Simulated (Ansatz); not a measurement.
# The polar optical mode of LiBr at 3 GPa, worked through

These are results of DFT PBEsol, scalar-relativistic, plane waves, PAW in Ansatz 0.2.0, not measurements. Cutoff 420 eV, 8×8×8 k-points (Γ-centred), fixed occupations. No spin polarisation. Phonons by linear response, acoustic sum rule imposed.

The cell, relaxed at 3 GPa:
```cif
data_structure
_symmetry_space_group_name_H-M 'Fm-3m'
_symmetry_Int_Tables_number 225
_cell_length_a 5.2579
_cell_length_b 5.2579
_cell_length_c 5.2579
_cell_angle_alpha 90.000
_cell_angle_beta 90.000
_cell_angle_gamma 90.000
_cell_volume 145.36
loop_
_atom_site_label
_atom_site_type_symbol
_atom_site_symmetry_multiplicity
_atom_site_Wyckoff_symbol
_atom_site_fract_x
_atom_site_fract_y
_atom_site_fract_z
_atom_site_occupancy
Li1 Li 4 a 0.00000 0.00000 0.00000 1
Br1 Br 4 b 0.50000 0.00000 0.00000 1
```

Linear response gives ν_TO = 230.7 cm⁻¹, Born charges ±1.200 e (positive on Li) and ε∞ = 3.732. The primitive cell holds 36.339 Å³, and the masses are 6.940 and 79.904 amu.

Problem. Find ν_LO and the static dielectric constant.

Solution. The long-wave field adds a restoring force: ω_LO² − ω_TO² = Z*²e²/(ε_vac ε∞ μV). In these units ν_LO² − ν_TO² = 4.92064×10⁷ Z*²/(μ V ε∞) cm⁻², with μ = m₁m₂/(m₁ + m₂) = 6.385 amu: 81817 cm⁻². So ν_LO = √(230.7² + 81817) = 367.5 cm⁻¹, and the run gives 367.5. Lyddane–Sachs–Teller then gives ε0 = ε∞ (ν_LO/ν_TO)² = 9.47, against 9.47 in the run (it forms both from the same three quantities, so the match checks the arithmetic only). Between ν_TO and ν_LO the dielectric function is negative and an undamped crystal reflects fully: a reststrahlen band from 27.2 to 43.3 μm.

Problem. What do the Clausius–Mossotti polarisability and the Szigeti charge come to?

Solution. With the Lorentz local field, α = (3V/4π)(ε∞ − 1)/(ε∞ + 2) = 4.13 Å³ for the pair, and e_S = 3Z*/(ε∞ + 2) = 0.63 e. The Born charge includes the electrons' response to the dipole's own local field, and e_S takes that enhancement out. The Lorentz field assumes point-like polarisable ions, a fair picture at this small ε∞.

Problem. How strongly does a slow electron couple to the LO mode?

Solution. For one isotropic parabolic band, Fröhlich's constant is α_F = (1/ε∞ − 1/ε0) √(m* Ry/ħω_LO), with Ry = 13.606 eV, ħω_LO = 45.6 meV and m* in free-electron masses: α_F = 0.1624 × 17.28 × √m* = 2.81 √m*. The band mass isn't part of this run; for m* = 0.1, 0.3 and 1 it gives 0.89, 1.54, 2.81. In weak coupling the polaron lies α_F ħω_LO below the band edge (70 meV at m* = 0.3) with a mass m*(1 + α_F/6); past α_F of about 5 or 6 that expansion fails. A semilocal functional's ε∞ tends to be too large, which taken alone lowers α_F.